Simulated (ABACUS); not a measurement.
The system is Nb.

```
CELL_PARAMETERS angstrom
2.88205 0.00000 0.00000
-0.96068 2.71722 0.00000
-0.96068 -1.35861 2.35318
ATOMIC_POSITIONS crystal
Nb 0.00000 0.00000 0.00000
```

* Program: ABACUS 3.10.1
* Task: relaxation of cell and atoms
* Functional: LDA-PW92
* Potentials or basis: PseudoDojo NC SR 0.4.1 LDA standard
* Cutoff: 1116 eV
* Density cutoff: 4463 eV
* Basis: plane waves
* k mesh: 9 × 9 × 9
* Occupations: fermi-dirac, width 0.05 eV
* Spin: no spin polarisation

At the start: pressure -12.3 GPa; volume 18.43 Å³/atom.

Task: How do energy, volume and symmetry change on relaxing?

Result: Over 3 steps the energy falls by 53.0 meV/atom and the volume is 17.11 Å³/atom (-7.1 %); space group Im-3m (No. 229, to 0.05 Å).

The path:
| step | energy change (eV) | largest force (eV/Å) | pressure (GPa) | volume (Å³) |
| --- | --- | --- | --- | --- |
| 1 | 0.0000 | 0.0000 | -12.31 | 18.43 |
| 2 | -0.0524 | 0.0000 | -1.48 | 17.25 |
| 3 | -0.0530 | 0.0000 | 0.11 | 17.11 |

Final structure:
```
CELL_PARAMETERS angstrom
2.81167 0.00000 0.00000
-0.93722 2.65087 0.00000
-0.93722 -1.32543 2.29572
ATOMIC_POSITIONS crystal
Nb 0.00000 0.00000 0.00000
```
